**Q:** Here are six computed structures of MoTe₂, and one energy is hidden. Can I work it out from the other five?

**A:** Two sizes are worth remembering first. Pulling the layers of this material fully apart costs about 20 meV per atom in this calculation. The one structure here without normal Mo–Te bonds lies about 2 eV per atom up, a hundred times more. For each row, ask first whether the bonds inside the layers are intact, then how many contacts between layers are lost and what shape the layers have.

Structures of MoTe₂, with cell and atoms relaxed in Ansatz 0.2.0 by plane-wave PAW DFT with the r2SCAN functional, scalar-relativistic and without spin polarization, at a cutoff of 500 eV. Energies are per atom, relative to the lowest computed structure of this formula.

```tsv
found from	space group number	atoms in cell	volume per atom (Å³)	over lowest (meV/atom)
database cell	194	6	27	?
database cell	164	12	35.78	5.0
database cell	11	12	27.57	12.0
database cell	187	3	64.16	20.0
database cell	11	6	133.32	30.0
MgCu2 type	227	6	24.62	2316.0
```

**Q:** The volumes per atom differ fivefold. Are these all solids of the same kind?

**A:** No, some cells are mostly vacuum. One MoTe₂ unit covers roughly 11 Å² of a layer (a rough recalled value), so the volume tells us the height available to each layer. That is about 7.5 Å for space group 194 and for the 12-atom cell of space group 11, which means layers in contact, though they are expected to sit somewhat too far apart without a dispersion correction. For space group 187 and the 6-atom cell of space group 11 it is 17.5 and 36 Å, so these are single sheets.

The cell of space group 164 is harder to read. It is about 39 Å high, while four packed layers need only about 30 Å, so I take it for a slab of four layers with a vacuum gap. Its symmetry would also allow a different, undistorted octahedral layer, but that form is known to lie much higher in energy and is expected to be a metal. The outputs of these runs instead give this cell a band gap of about 1.1 eV, much like that of the sheet of 187. That the four layers sit together, with a single stretch of vacuum, remains an inference, as no atomic positions are given.

**Q:** Do the layers themselves differ?

**A:** Yes, in how Te surrounds Mo, judging by the symmetries and the known forms of MoTe₂. In the 2H crystal (194), the slab and the sheet of 187, six Te atoms form a trigonal prism. In both cells of space group 11 they form a distorted octahedron, the shape called 1T′. The single sheets compare the two shapes without any stacking, and there 1T′ lies 10 meV per atom higher.

Ligand-field theory explains why both shapes are good ones. Mo keeps two d electrons here. The prism offers them one low band, which they fill. The octahedron offers three, which they fill only in part, so the layer distorts, draws Mo atoms together and gains Mo–Mo bonding. The band gap of about 1.1 eV in the prismatic sheet fits a filled low band. The 1T′ sheet has no gap, so even after the distortion its filled and empty bands overlap slightly. Neither finding shows why the two energies end up so close.

**Q:** How do I get from sheets to the hidden crystal?

**A:** Count contacts between layers. A stack of $n$ sheets has $n-1$ contacts, whereas an endless crystal has one per sheet. A slab therefore lacks one contact in $n$.

Let $E_\mathrm{b}$ be the energy of the bulk crystal on the table's scale and $c$ the cost per atom of losing all contacts. The single prismatic sheet gives $E_\mathrm{b}+c=20$ meV, and the four-layer slab gives $E_\mathrm{b}+c/4=5$ meV. Subtracting leaves $\tfrac{3}{4}c=15$ meV, so $c=20$ meV and $E_\mathrm{b}=0$.

**Q:** That rests on your reading of the slab. Is there a way around it?

**A:** The 1T′ rows provide one. Separating that crystal into sheets costs $30-12=18$ meV per atom. If prismatic layers hold together equally well, the hidden crystal lies at $20-18=2$ meV. The two routes differ by less than the 4 meV per atom to which metals are converged here.

A least-squares fit combines them. It describes the four layered rows with known energies by a constant, a cost for lost contacts and a cost for the 1T′ shape, and it puts the hidden row at 0.8 meV per atom. Three constants on four rows make a weak test. When each row is left out in turn, the typical miss is about 2 meV.

**Q:** Couldn't I just draw a line through energy against volume?

**A:** For the same four rows, that line puts the hidden crystal at about 9 meV per atom. This would place it above its own four-layer slab, although the slab has fewer contacts. The line fails because it ignores the shape of the layers and charges for empty space. Once two layers are well apart, more vacuum between them costs almost nothing.

**Q:** Then commit yourself.

**A:** My forecast for space group 194 is 0 meV per atom, with a range of 0 to 4. I move the model's 0.8 down to 0 for a reason of bookkeeping: energies are counted from the lowest structure, and no visible row holds the zero. That gives much of the answer away, so a hit will say little for the model. Only a still lower structure that isn't shown could lift the value off zero.

The withheld rows as computed:

```tsv
found from	space group number	atoms in cell	volume per atom (Å³)	over lowest (meV/atom)
database cell	194	6	27	0.0
```

**Q:** So it is exactly zero. What have we learned, if the scale gave it away?

**A:** The forecast hit, for the reason just given. The fairer test is the contact model's own value, which missed by 0.8 meV per atom. That is well inside the 4 meV to which the metallic 1T′ rows behind the fit are converged. The volume line missed by about 9. The reading of the slab holds up too: with the bulk at zero, the slab's 5 meV is a quarter of the single sheet's 20, as one lost contact in four requires. We can now also compare the shapes in bulk: 1T′ lies 12 meV above 2H there, against 10 between single sheets, so stacking hardly changes the choice of shape in this calculation, which lacks most of the binding between layers.

**Q:** Can I use these numbers to plan a process that peels the layers apart?

**A:** Use the counting, but not the size of the contact cost. The calculation has no dispersion correction, and dispersion is the main force between such layers. The cost of separating the 1T′ layers comes to about 5 meV per Å² of layer, whereas a rough recalled value with dispersion included is 20. The real effort is thus likely to be some four times larger.

The order of 2H and 1T′ needs care for another reason. Spin–orbit coupling is left out, and it can shift a balance of some 10 meV per atom. The table supports a close contest that 2H wins at this level of theory, at zero temperature.

**Q:** The MgCu₂ type is the densest of all. Why is it so high?

**A:** Dense packing isn't the same as good bonding. The symmetry of this hypothetical crystal fixes all distances once the volume is known, and Mo–Te comes out at 3.5 Å, against roughly 2.7 Å for a normal bond. Te–Te is already down to 3.0 Å, so shrinking the cell to mend the Mo–Te bonds would press Te against Te. That is my reading of the 2316 meV per atom; the distances support it, but no row isolates the effect.

For a neighbouring structure of this compound, then, check the Mo–Te bonds first, at the scale of eV. If they are intact, count the missing layer contacts and look at the layer shape. The contacts and the two shapes compared here matter at the scale of 10 meV; an undistorted octahedral layer would cost much more. The printed output below gives the fits and the distances.

Numerical output:

```
Height per layer in the hidden row 194 (angstrom): 7.364
Height per layer in bulk 11 with 12 atoms (angstrom): 7.519
Height of the whole cell of 164 with four layers (angstrom): 39.03
Height per layer in 187 (angstrom): 17.5
Height per layer in 11 with 6 atoms (angstrom): 36.36
Cost of separating the distorted-octahedral layers (meV/atom): 18
The same cost per MoTe2 unit (meV): 54
The same cost per layer area (meV per square angstrom): 4.909
Rough recalled layer binding over the computed one (ratio): 4.074
Single distorted-octahedral layer above single prismatic layer (meV/atom): 10
Hidden row from the slab and the single prismatic layer (meV/atom): 0
Hidden row from the single prismatic layer less the contact cost (meV/atom): 2
fit of E on 4 rows (layered): constant 0.8 +/- 0.85, coefficient of lost 18.72 +/- 0.96, coefficient of octa 10.84 +/- 0.86; rms 0.424, worst database cell -0.48, leave-one-out rms 1.77
  rows outside the fit (model, value, miss): database cell 0.8, 0, 0.8; MgCu2 type 0.8, 2316, -2315
fit of E on 4 rows (layered): constant 3.341 +/- 4.8, coefficient of V 0.2056 +/- 0.062; rms 3.67, worst database cell 5.7, leave-one-out rms 7.49
  rows outside the fit (model, value, miss): database cell 8.893, 0, 8.89; MgCu2 type 8.404, 2316, -2308
Mo-Te distance in the Laves crystal (angstrom): 3.479
Te-Te distance in the Laves crystal (angstrom): 2.967
Laves crystal above the lowest per MoTe2 unit (eV): 6.948
```
